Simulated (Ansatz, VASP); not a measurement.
# One calculation of Ni, two programs

INCAR

```
ALGO     = Normal         # electronic algorithm
EDIFF    = 1E-6           # SCF threshold, eV
ENCUT    = 520            # plane-wave cutoff, eV
GGA      = PE             # functional
ISIF     = 2              # what is computed and relaxed
ISMEAR   = -1             # smearing method
ISPIN    = 2              # spin polarisation
LASPH    = True           # aspherical terms in the spheres
LCHARG   = False          # write CHGCAR
LMAXMIX  = 4              # l up to which the mixer works
LORBIT   = 11             # projections on sites
LREAL    = False          # projectors in reciprocal space
LWAVE    = False          # write WAVECAR
MAGMOM   = 1.5            # initial moments
NBANDS   = 15             # bands
NELM     = 150            # most SCF steps
PREC     = Accurate       # precision mode
SIGMA    = 0.05           # smearing width, eV
```

The input KPOINTS:

```
k-points
0
Gamma
  20 20 20
```

The input POSCAR:

```
Ni
1.0
    0.0000000000      1.7969379390      1.7969379390
    1.7969379390      0.0000000000      1.7969379390
    1.7969379390      1.7969379390      0.0000000000
Ni
1
Direct
    0.0000000000      0.0000000000      0.0000000000
```

Input for Ansatz:

```yaml
crystal:
  lattice:
    - [0.0, 1.796937939, 1.796937939]
    - [1.796937939, 0.0, 1.796937939]
    - [1.796937939, 1.796937939, 0.0]
  atoms:
    - { symbol: Ni, position: [0.0, 0.0, 0.0], spin: 1.5 }
magnetization:
  spin_polarized: true
kpoints:
  mp_grid: { grid: [20, 20, 20] }
scf:
  occupations: { method: fermi_dirac, width: 0.05 }
hamiltonian:
  xc: pbe
  pseudopotentials: { kind: all_electron, lapw: { basis_error: 0.00025 } }
output:
  forces: true
  stress: true
  eigenvalues: true
```

Change from the starting cell: volume scaled by 1.05.

Alike in both runs: task single point; functional PBE; k mesh 20 × 20 × 20; occupations fermi-dirac, width 0.05 eV; collinear spin.

```csv
,VASP,Ansatz
version,VASP 6.6.1,Ansatz 0.2.0
potentials or method,"VASP PAW PBE potentials, release 64 (Ni)","all-electron LAPW, scalar-relativistic"
plane-wave cutoff (eV),520,see its input
```

|  | VASP | Ansatz | Ansatz less VASP |
| --- | --- | --- | --- |
| pressure (GPa) | -10.6 | -10.8 | -0.19 |
| net moment per atom (μB) | 0.64 | 0.65 | +0.011 |
| size of the moment on the site where the two differ most (μB) | 0.66 | 0.68 | +0.020 |

Site moments also hang on the region over which each program counts them. Ansatz ran all-electron here, so the differences hold the error of VASP's frozen core and of both bases.
